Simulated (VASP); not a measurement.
# As: relaxation of cell and atoms with PBE+D3(BJ)

Sheet: As, a sheet with vacuum.

```
As
1.0
     3.60000    0.00000    0.00000
    -1.80000    3.11769    0.00000
     0.00000    0.00000   17.40000
As
2
Direct
  0.33333 0.66667 0.45977
  0.66667 0.33333 0.54023
```

The cell was built by a generator and needn't be a form met in nature.

```yaml
Program: VASP 6.6.1
Task: relaxation of cell and atoms
Functional: PBE
Dispersion: D3(BJ)
Potentials_or_basis: VASP PAW PBE potentials, release 64 (As)
Cutoff: 600 eV
k_mesh: 12 × 12 × 1
Occupations: gaussian, width 0.03 eV
Spin: no spin polarisation
Dipole_correction: no
Further_INCAR_settings: ALGO = Normal; EDIFF = 1e-06; IBRION = 2; EDIFFG = -0.005; NSW = 60; ISIF = 3
```

```
Relaxed volume                         : 96.21 Å³/atom
Relaxed cell                           : a = 3.573 Å, b = 3.573 Å, c = 17.400 Å, α = 90.00°, β = 90.00°, γ = 120.00°
Space group after relaxing (to 0.05 Å) : P-3m1 (No. 164)
Energy gained by relaxing              : 1.2 meV/atom
Ionic steps                            : 4
Largest force after relaxing           : 0.004 eV/Å
Band gap on the k mesh                 : 1.53 eV, indirect (least direct gap 2.02 eV)
Dispersion energy per atom             : -0.212 eV
```

Forces on the atoms (eV/Å):
```
As   0.000  0.000 -0.004
As   0.000  0.000  0.004
```

The path:
```tsv
step	energy change (eV)	largest force (eV/Å)	pressure (GPa)	volume (Å³)
1	0.0000	0.0387	-0.20	195.29
2	-0.0019	0.1186	0.10	192.07
3	-0.0022	0.0780	0.02	192.88
4	-0.0025	0.0045	0.00	192.41
```

Final structure:
```
As
1.0
     3.57336    0.00000    0.00000
    -1.78668    3.09462    0.00000
     0.00000    0.00000   17.40000
As
2
Direct
  0.33333 0.66667 0.45966
  0.66667 0.33333 0.54034
```

Levels at points of the mesh, in eV from the valence-band top:
```tsv
k point	band 3	band 4	band 5	band 6	band 7	band 8
(0.00, 0.00, 0.00)	-0.72	0.00	0.00	2.02	3.50	3.50
(0.50, 0.00, 0.00)	-3.55	-1.93	-1.71	1.92	3.01	4.47
```

Run time: 56 s on 1 thread of Intel(R) Xeon(R) 6975P-C (Granite Rapids), on a shared host, peak memory 0.38 GiB.

As with any semilocal functional, this PBE gap is likely too small.
